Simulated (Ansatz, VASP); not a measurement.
## BN: VASP beside Ansatz

```xyz
2
Lattice="2.4480 0.0000 0.0000 -1.2240 2.1200 0.0000 0.0000 0.0000 26.0000" Properties=species:S:1:pos:R:3 pbc="T T T"
B     0.0000    0.0000   13.1430
N     1.2240    0.7067   12.8570
```

Alike in both runs: task single point; functional PBE; dispersion D3(BJ); k mesh 12 × 12 × 1; occupations gaussian, width 0.02 eV; no spin polarisation.

|  | VASP | Ansatz |
| --- | --- | --- |
| version | VASP 6.6.1 | Ansatz 0.2.0 |
| potentials or method | VASP PAW PBE potentials, release 64 (B, N) | scalar-relativistic, plane waves, PAW |
| plane-wave cutoff (eV) | 520 | 420 |
| valence electrons in the cell | 8 | 8 |

VASP gave:

```
gap on the k mesh at the Fermi level (eV) : 3.53
least direct gap on the mesh (eV)         : 4.13
rms of the force components (eV/Å)        : 2.338
```

**Question.** Estimate Ansatz's values.

**Answer.** gap on the k mesh at the Fermi level (eV): 3.54; least direct gap on the mesh (eV): 4.13; rms of the force components (eV/Å): 2.334.

Atom by atom the forces differ by 0.004 eV/Å (rms over components).

PBE gaps usually lie below the measured ones, often by a third to a half.
